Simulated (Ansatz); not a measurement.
# Si: the cost of one run

Method: DFT PBE, scalar-relativistic, plane waves, PAW, in Ansatz 0.2.0.

The COD entry's cell or inner coordinates are ideal or old and differ from later refinements, so a difference from it is no clean test against experiment.

1 further run of the same task is left out (set aside as unsound or not needed).

## Step 1: The starting structure

It takes space group Fd-3m (No. 227, cubic). Conventional cell: a = 5.470 Å, b = 5.470 Å, c = 5.470 Å, α = 90.00°, β = 90.00°, γ = 90.00°. Si (site symmetry -43m) has 4 Si at 2.37 Å as nearest neighbours.

As a file:

```cif
data_structure
_symmetry_space_group_name_H-M 'P 1'
_symmetry_Int_Tables_number 1
_cell_length_a 3.8676
_cell_length_b 3.8676
_cell_length_c 3.8676
_cell_angle_alpha 60.000
_cell_angle_beta 60.000
_cell_angle_gamma 60.000
_cell_volume 40.91
loop_
_atom_site_label
_atom_site_type_symbol
_atom_site_fract_x
_atom_site_fract_y
_atom_site_fract_z
_atom_site_occupancy
Si1 Si 0.75000 0.75000 0.75000 1
Si2 Si 0.50000 0.50000 0.50000 1
```

It is the result of an earlier relaxation at this level (volume 20.45 Å³/atom; gap on the mesh: 0.62 eV).

## Step 2: The [001] wire, 15 host atoms a period

The wire is cut from the relaxed crystal, periodic along c with vacuum across. Atoms and period relax; energies count from the bulk, -635.8098 eV an atom.

The cell holds 15 Si: a = 15.800 Å, b = 17.500 Å, c = 5.470 Å, α = 90.00°, β = 90.00°, γ = 90.00°.

## Step 3: Relaxing it

Pressure and volume refer to the whole cell with its vacuum; only the period along c may change.

input.yaml reads:

```yaml
crystal:
  lattice:
    - [15.8, 0.0, 0.0]
    - [0.0, 17.5, 0.0]
    - [0.0, 0.0, 5.4696767048]
  atoms:
    - { symbol: Si, position: [0.2836362063, 0.5, 0.25], spin: 0.3 }
    - { symbol: Si, position: [0.6298182762, 0.5, 0.25], spin: 0.3 }
    - { symbol: Si, position: [0.3701817238, 0.4218617614, 0.5], spin: 0.3 }
    - { symbol: Si, position: [0.7163637937, 0.4218617614, 0.5], spin: 0.3 }
    - { symbol: Si, position: [0.6298182762, 0.3437235227, 0.75], spin: 0.3 }
    - { symbol: Si, position: [0.6298182762, 0.6562764773, 0.75], spin: 0.3 }
    - { symbol: Si, position: [0.3701817238, 0.5781382386, 0.0], spin: 0.3 }
    - { symbol: Si, position: [0.7163637937, 0.5781382386, 0.0], spin: 0.3 }
    - { symbol: Si, position: [0.4567272413, 0.5, 0.75], spin: 0.3 }
    - { symbol: Si, position: [0.5432727587, 0.4218617614, 0.0], spin: 0.3 }
    - { symbol: Si, position: [0.5432727587, 0.7344147159, 0.0], spin: 0.3 }
    - { symbol: Si, position: [0.4567272413, 0.3437235227, 0.25], spin: 0.3 }
    - { symbol: Si, position: [0.4567272413, 0.6562764773, 0.25], spin: 0.3 }
    - { symbol: Si, position: [0.5432727587, 0.2655852841, 0.5], spin: 0.3 }
    - { symbol: Si, position: [0.5432727587, 0.5781382386, 0.5], spin: 0.3 }
basis:
  ecutwfc: 420
kpoints:
  mp_grid: { grid: [1, 1, 6] }
hamiltonian:
  xc: pbe
scf:
  occupations: { method: gaussian, width: 0.05 }
  lower_state_search: "off"
output:
  forces: true
  stress: true
  eigenvalues: true
  populations: true
  write_density: true
  write_potential: true
  elf: true
  volumetric_format: npy
magnetization:
  spin_polarized: true
relax:
  adjacent_minimum: "off"
  f_tol: 0.02
  max_steps: 45
  cell: { fix: [a, b, alpha, beta, gamma], stress_tol: 0.03 }
```

Command:

```bash
$ ansatz run input.yaml --threads 4 --pin off --max-ram 12288MiB --backend cpu --events-out ev --progress --plain --runs-dir out
```

Q: Estimate wall time and peak memory on 4 threads of Intel Xeon Platinum 8488C (Sapphire Rapids), shared host.

About 24 min, with a peak of 2.7 GiB.
